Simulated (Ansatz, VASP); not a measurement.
## Pt in VASP and in Ansatz

```
Pt
1.0
     0.00000    2.86526    2.86526
     2.86526    0.00000    2.86526
     2.86526    2.86526    0.00000
Pt
2
Direct
  0.12500 0.12500 0.12500
  0.87500 0.87500 0.87500
```

Alike in both runs: task single point; functional BLYP; k mesh 10 × 10 × 10; occupations fermi-dirac, width 0.1 eV; no spin polarisation.

|  | VASP | Ansatz |
| --- | --- | --- |
| version | VASP 6.6.1 | Ansatz 0.2.0 |
| potentials or method | VASP PAW PBE potentials, release 64 (Pt) | plane waves (420 eV) with PAW, scalar-relativistic |
| plane-wave cutoff (eV) | 520 | 420 |
| valence electrons in the cell | 20 | 36 |

|  | VASP | Ansatz | Ansatz less VASP |
| --- | --- | --- | --- |
| pressure (GPa) | 10.4 | 9.9 | -0.46 |

The functional is the same, so the differences come from potentials, cutoffs and numerics. The two sets of potentials don't hold the same shells in valence.

Caveats: the PAW data sets were made with another functional, which shifts forces and pressure a little (VASP). The runs have no spin-orbit coupling, so splittings on Pt are missing.
